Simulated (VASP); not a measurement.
# BN in VASP: how settings move the PBE single point

The PBE single point of BN (database structure), under -2.1 % strain along z alone is repeated with altered inputs. Which of them can be trusted?

Code: VASP 6.6.1. PAW datasets, plane waves. Computed at 0 K without zero-point motion; spin polarisation is off.

**1. The structure to begin with**

The cell comes from an earlier relaxation with r2SCAN+rVV10 in another program, then strained, with the atoms relaxed again.

The symmetry is R3m (No. 160, trigonal); a = 2.500 Å, c = 9.552 Å in the conventional setting, 8.62 Å³ an atom. B has 3 N at 1.44 Å; N has 3 B at 1.44 Å.

Structure file:

```
CELL_PARAMETERS angstrom
1.25012 0.72176 3.18403
-1.25012 0.72176 3.18403
0.00000 -1.44352 3.18403
ATOMIC_POSITIONS crystal
B 0.99976 0.99976 0.99976
N 0.33268 0.33268 0.33268
```

**2. Reference**

Contents of INCAR:

```
ENCUT = 520.000000
SIGMA = 0.020000
EDIFF = 1.00e-07
GGA = PE
PREC = Accurate
IBRION = -1
ISIF = 2
ISMEAR = -1
NBANDS = 11
NELM = 120
NSW = 0
LASPH = .TRUE.
LCHARG = .FALSE.
LWAVE = .FALSE.
LREAL = .FALSE.
```

Contents of KPOINTS:

```
KPOINTS created by Atomic Simulation Environment
0
Gamma
12 12 12
0 0 0
```

Contents of POSCAR:

```
B  N
 1.0000000000000000
     1.2501241103770087    0.7217594916299408    3.1840344343037779
    -1.2501241103770087    0.7217594916299408    3.1840344343037779
     0.0000000000000000   -1.4435189833098814    3.1840344342924438
 B   N
   1   1
Cartesian
  0.0000000000000001 -0.0000000000499878  9.5497637298111560
 -0.0000000000000000 -0.0000000000166338  3.1777739303818007
```

A file KPOINTS_OPT adds named points for the levels; it doesn't enter the self-consistent loop.

Potentials: the recommended PBE PAW datasets, 8 valence electrons.

Run with:

```sh
$ mpirun -np 1 vasp_std
```

**3. Altered input 1**

Contents of INCAR:

```
ENCUT = 520.000000
SIGMA = 0.020000
EDIFF = 1.00e-07
PREC = Accurate
IBRION = -1
ISIF = 2
ISMEAR = -1
NBANDS = 11
NSW = 0
LASPH = .TRUE.
LCHARG = .FALSE.
LWAVE = .FALSE.
LREAL = .FALSE.
METAGGA = M06L
NELECT = 7.98
NELM = 100
```

KPOINTS is that of step 2.

POSCAR is that of step 2.

**4. Altered input 2**

Changes to INCAR since step 2:

```diff
@@ -4,3 +4,2 @@
 GGA = PE
-PREC = Accurate
 IBRION = -1
@@ -15 +14,3 @@
 LREAL = .FALSE.
+PREC = Low
+ISYM = 0
```

Contents of KPOINTS:

```
KPOINTS created by Atomic Simulation Environment
0
Monkhorst-Pack
4 4 4
0 0 0
```

POSCAR is that of step 2.

**5. Altered input 3**

Changes to INCAR since step 2:

```diff
@@ -9,3 +9,2 @@
 NBANDS = 11
-NELM = 120
 NSW = 0
@@ -15 +14,3 @@
 LREAL = .FALSE.
+LMAXMIX = 4
+NELM = 73
```

KPOINTS is that of step 2.

POSCAR is that of step 2.

**6. Altered input 4**

Contents of INCAR:

```
SIGMA = 0.020000
EDIFF = 1.00e-07
GGA = PE
PREC = Accurate
IBRION = -1
ISIF = 2
ISMEAR = -1
NBANDS = 11
NSW = 0
LASPH = .TRUE.
LCHARG = .FALSE.
LWAVE = .FALSE.
LREAL = .FALSE.
NELM = 74
ENCUT = 60
```

KPOINTS is that of step 2.

POSCAR is that of step 2.

What does the calculation give? Wanted: for each run, changed; ending; energy change; pressure; electronic steps; usable.

**Answer**, as computed:

| run | changed | ending | energy change (meV/atom) | pressure (GPa) | gap on the mesh (eV; negative: overlap) | electronic steps | time | usable |
| --- | --- | --- | --- | --- | --- | --- | --- | --- |
| ref. | – | converged | 0 | 5.1 | 4.14 | 14 | 49 s | yes |
| 1 | METAGGA = M06L, NELECT = 7.98, NELM = 100 | timeout | – | – | – | 58 | 16 min | no |
| 2 | PREC = Low, ISYM = 0, mesh 4×4×4, shifted mesh | converged | 8.0 | 5.0 | 5.04 | 14 | 5.5 s | no |
| 3 | LMAXMIX = 4, NELM = 73 | converged | 0.0 | 5.1 | 4.14 | 14 | 60 s | yes |
| 4 | ENCUT = 60 | refused | – | – | – | – | 1.3 s | no |

What this shows: Of 4 altered inputs, 2 gave no result, 1 ended normally on a faulty or unsound input, 1 gave usable results.
